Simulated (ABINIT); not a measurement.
SnSe2:

```
Sn Se
1.0
     3.81100    0.00000    0.00000
    -1.90550    3.30042    0.00000
     0.00000    0.00000    6.13600
Sn Se
1 2
Direct
  0.00000 0.00000 0.00000
  0.66667 0.33333 0.75100
  0.33333 0.66667 0.24900
```

* Program: ABINIT 10.8.3 (patched build)
* Task: relaxation of cell and atoms
* Functional: PBE
* Dispersion: D4
* Potentials or basis: JTH PAW PBE v2.0
* Cutoff: 599 eV
* k mesh: 5 × 5 × 3
* Occupations: fermi-dirac, width 0.05 eV
* Spin: no spin polarisation

At the start: pressure 3.3 GPa; volume 25.73 Å³/atom.

How do energy, volume and symmetry change on relaxing?

Over 12 steps the energy falls by 19.0 meV/atom and the volume is 25.83 Å³/atom (+0.4 %); space group P-3m1 (No. 164, to 0.05 Å).

The path:
```tsv
step	energy change (eV)	largest force (eV/Å)	pressure (GPa)	volume (Å³)
1	0.0000	0.7570	3.27	77.18
2	-0.0247	0.5590	2.26	77.76
3	-0.0531	0.0752	-0.10	79.24
4	-0.0534	0.0432	-0.24	79.30
5	-0.0537	0.0210	-0.31	79.27
6	-0.0543	0.0197	-0.36	79.03
7	-0.0549	0.0446	-0.28	78.58
8	-0.0554	0.0415	-0.06	78.04
9	-0.0559	0.0175	0.11	77.80
10	-0.0561	0.0086	0.22	77.69
11	-0.0564	0.0304	0.27	77.61
12	-0.0569	0.0426	0.26	77.50
```

Final structure:
```
Sn Se
1.0
     3.83558    0.00000    0.00000
    -1.91779    3.32171    0.00000
     0.00000    0.00000    6.08290
Sn Se
1 2
Direct
  0.00000 0.00000 0.00000
  0.66667 0.33333 0.73929
  0.33333 0.66667 0.26071
```

Caveat: the log and the count of SCF iterations are those of the last ABINIT call alone.
